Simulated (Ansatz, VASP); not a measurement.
## MnS in VASP and in Ansatz

```xyz
2
Lattice="0.0000 2.6122 2.6122 2.6122 0.0000 2.6122 2.6122 2.6122 0.0000" Properties=species:S:1:pos:R:3 pbc="T T T"
Mn    0.0000    0.0000    0.0000
S     2.6122    2.6122    2.6122
```

Alike in both runs: task single point; functional PBE; k mesh 6 × 6 × 6; occupations gaussian, width 0.05 eV; collinear spin; Hubbard terms Mn d U = 4.0 eV.

|  | VASP | Ansatz |
| --- | --- | --- |
| version | VASP 6.6.1 | Ansatz 0.2.0 |
| potentials or method | VASP PAW PBE potentials, release 64 (Mn_pv, S) | scalar-relativistic, plane waves, PAW |
| plane-wave cutoff (eV) | 520 | 420 |
| valence electrons in the cell | 19 | 21 |

|  | VASP | Ansatz | Ansatz less VASP |
| --- | --- | --- | --- |
| gap on the k mesh at the Fermi level (eV) | 0.62 | 0.89 | +0.273 |
| least direct gap on the mesh (eV) | 2.74 | 2.59 | -0.151 |
| pressure (GPa) | 3.5 | 4.2 | +0.73 |
| net moment per atom (μB) | 2.50 | 2.50 | 0.000 |
| size of the moment on the site where the two differ most (μB) | 4.60 | 4.51 | -0.088 |

Site moments also hang on the region over which each program counts them. The programs project onto different local orbitals, so the same U acts differently. The two sets of potentials don't hold the same shells in valence.

Caveats: a cell with one magnetic atom can't hold antiferromagnetic order, which such compounds often take. A k mesh can miss the band edges. The state reached can hang on the start; a lower one may exist.
